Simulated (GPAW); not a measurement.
A run of GPAW 26.7.0 is set up as follows.

The input run.py:

```python
from ase import Atoms
from ase.calculators.mixing import SumCalculator
from ase.filters import FrechetCellFilter
from ase.io import write
from ase.optimize import BFGS
from dftd4.ase import DFTD4
from gpaw import GPAW, PW, setup_paths

setup_paths.insert(0, '.')

atoms = Atoms(['Ge', 'Ge', 'Ge', 'Ge'],
              cell=[[4.0504045371, 0.0, 0.0],
                    [-2.0252022685, 3.5077532247, 0.0],
                    [0.0, 0.0, 10.993359]],
              scaled_positions=[[0.6666666667, 0.3333333333, 0.414848],
                                [0.3333333333, 0.6666666667, 0.914848],
                                [0.0, 0.0, 0.477452],
                                [0.0, 0.0, 0.977452]],
              pbc=True)

calc = GPAW(mode=PW(600),
            xc='PBEsol',
            kpts={'size': (7, 7, 2), 'gamma': True},
            occupations={'name': 'fermi-dirac', 'width': 0.05},
            nbands=18,
            convergence={'density': 1e-05, 'forces': 0.0001},
            maxiter=150,
            txt='gpaw.txt')
atoms.calc = SumCalculator([calc, DFTD4(method='pbesol')])
opt = BFGS(FrechetCellFilter(atoms), trajectory='relax.traj', logfile='-')
done = opt.run(fmax=0.02, steps=60)
calc.write('gs.gpw')
write('result.traj', atoms)
print('Converged:', done)
print('Cell:', atoms.cell.cellpar().round(4))
print('Volume:', round(atoms.get_volume(), 4))
print(atoms.get_scaled_positions().round(5))
```

Potentials or basis: PAW data sets generated in the run's folder for this functional, pw.

Run with:

```console
$ gpaw-setup -f PBEsol Ge
$ OMP_NUM_THREADS=1 python run.py
```

Question: Estimate the relaxed cell.

Answer: a = 3.761 Å, b = 3.761 Å, c = 6.204 Å, α = 90.00°, β = 90.00°, γ = 120.00°.

Question: Estimate the band gap on the k mesh.

Answer: None (metal or under the smearing width).

Question: Estimate the space group after relaxing (to 0.05 Å).

Answer: P6_3/mmc (No. 194).

Question: Estimate the relaxed volume.

Answer: 19.00 Å³/atom.

Stress tensor (GPa, compression positive):
```
-0.01  0.00  0.00
 0.00 -0.01  0.00
 0.00  0.00 -0.09
```

Caveat: later steps reuse the first step's grids; the volume moved by over 15 % at a fixed basis, so the end points are rough; pairwise dispersion overbinds metals, which lowers pressure and volume.
